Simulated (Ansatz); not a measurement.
# RbCl: a single-point run

The task is a single-point run on RbCl. The structure is shown as the input types it.

Method: density functional or hybrid calculation with the settings of its input, plane waves (as first typed), in Ansatz 0.2.0.

2 further runs of the same task are left out: 2 that didn't finish.

### 1 The starting structure

Symmetry: Fm-3m, No. 225, cubic system. The conventional cell has a = 6.612 Å, b = 6.612 Å, c = 6.612 Å, α = 90.00°, β = 90.00°, γ = 90.00°. Rb (site symmetry m-3m) has 6 Cl at 3.31 Å as nearest neighbours. Cl (site symmetry m-3m) has 6 Rb at 3.31 Å as nearest neighbours.

The input asks for a charge of +2 e on the cell.

As a file:

```xyz
2
Lattice="0.0000 3.3058 3.3058 3.3058 0.0000 3.3058 3.3058 3.3058 0.0000" Properties=species:S:1:pos:R:3 pbc="T T T"
Rb    0.0000    0.0000    0.0000
Cl    3.3058    3.3058    3.3058
```

### 2 Input and run

input.yaml

```yaml
crystal:
  lattice:
    - [0.0, 3.3058128186, 3.3058128186]
    - [3.3058128186, 0.0, 3.3058128186]
    - [3.3058128186, 3.3058128186, 0.0]
  atoms:
    - { symbol: Rb, position: [0.0, 0.0, 0.0] }
    - { symbol: Cl, position: [0.5, 0.5, 0.5] }
kpoints:
  mp_grid: { grid: [4, 4, 4] }
hamiltonian:
  xc: pbe
scf:
  occupations: { method: fixed }
  n_extra_bands: 4
  max_iter: 77
output:
  forces: true
  stress: true
  eigenvalues: true
total_charge: 2
```

Run with:

```
ansatz run input.yaml --threads 4 --pin off --max-ram 3686MiB --backend cpu --events-out ev --progress --plain --runs-dir out
```

What happens when this is run?

The run converged and reported no error, with warnings (band overlap at count, metallic iterate, unresolved pair at count). Its log warns: «a fill by count may have filled part of one level: at k-index 0 the highest filled band, -2.620502 eV, and the lowest empty band, -2.620502 eV, stand 8.882e-16 eV apart ...»

In the input, total_charge is 2. The typed charge changes the electron count, so this is no longer the system that was meant.

Run again and compare: delete total_charge (the default then holds).
